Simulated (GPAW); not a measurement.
AgBr:

```
Ag Br
1.0
     0.00000    2.87015    2.87015
     2.87015    0.00000    2.87015
     2.87015    2.87015    0.00000
Ag Br
1 1
Direct
  0.00000 0.00000 0.00000
  0.50000 0.50000 0.50000
```

Base run:

* Program: GPAW 26.7.0
* Functional: PBEsol
* Potentials or basis: PAW data sets generated in the run's folder for this functional
* Cutoff: 600 eV
* Basis: pw
* k mesh: 6 × 6 × 6
* Occupations: fermi-dirac, width 0.05 eV
* Spin: spin-orbit coupling, no magnetisation

Its results: band gap on the k mesh 0.40 eV, indirect (least direct gap 2.27 eV); pressure -1.4 GPa.

Problem. The run is repeated on the same cell with these changes: k mesh from 6 × 6 × 6 to 8 × 8 × 8; spin from spin-orbit coupling, no magnetisation to no spin polarisation. What comes out?

Solution. Band gap on the k mesh 0.49 eV, indirect (least direct gap 2.46 eV); pressure -1.4 GPa.

Several settings changed at once, so the effect can't be laid on one alone.

Caveats: spin-orbit coupling was added after a scalar SCF, so levels and gaps hold it while energy, forces, pressure and moments don't (some runs); this program's spin-orbit splittings come out too wide for heavy elements (some runs).
